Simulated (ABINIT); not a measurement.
Runs of ABINIT 10.8.3 (patched build) on SnTe. It takes space group F-43m (No. 216, cubic). Conventional cell: a = 7.222 Å, b = 7.222 Å, c = 7.222 Å, α = 90.00°, β = 90.00°, γ = 90.00°. Te (site symmetry -43m) has 4 Sn at 3.13 Å as nearest neighbours. Around Sn (site symmetry -43m) lie 4 Te at 3.13 Å. Measurements of this composition are mostly on another form, of space group No. 225.

```tsv
task	level	potentials or basis	cell	cutoff (eV)	fine-grid cutoff	gap on the mesh (eV)	pressure (GPa)
band structure	r2SCAN	JTH PAW PBE v2.0	as given	707	1306.15 eV	0.40	(a)
band structure	LDA	JTH PAW LDA v2.0	as given	599	1197.3 eV	-	-2.2
single point	PBE	JTH PAW PBE v2.0	as given	599	1197.3 eV	0.33	-0.1
single point	PBE	JTH PAW PBE v2.0	atoms moved at random, drawn with an rms of 0.05 Å	599	1197.3 eV	0.31	-0.1
single point	PBEsol	PseudoDojo NC SR PBEsol v0.4.1 standard	as given	1088	-	0.29	-1.4
band structure	PBEsol	JTH PAW PBE v2.0	as given	599	1197.3 eV	0.29	-1.4
```

Alike in all rows: no spin polarisation; k mesh 7 × 7 × 7; smearing fermi-dirac 0.05 eV.

Question: Estimate the missing entries.

Answer: (a) -0.7.

Caveats: spin-orbit coupling is left out, which moves the levels of the heavy elements; an odd mesh through Γ misses points on the zone boundary, where band edges often lie (some runs); the PAW data sets were made with another functional, which shifts forces and pressure a little (some runs); the mesh misses the band edges, which the band path finds closer together (some runs).

A k mesh can miss the band edges, and the runs leave out spin-orbit coupling on Sn, Te.

The runs don't all hold the same shells in valence.
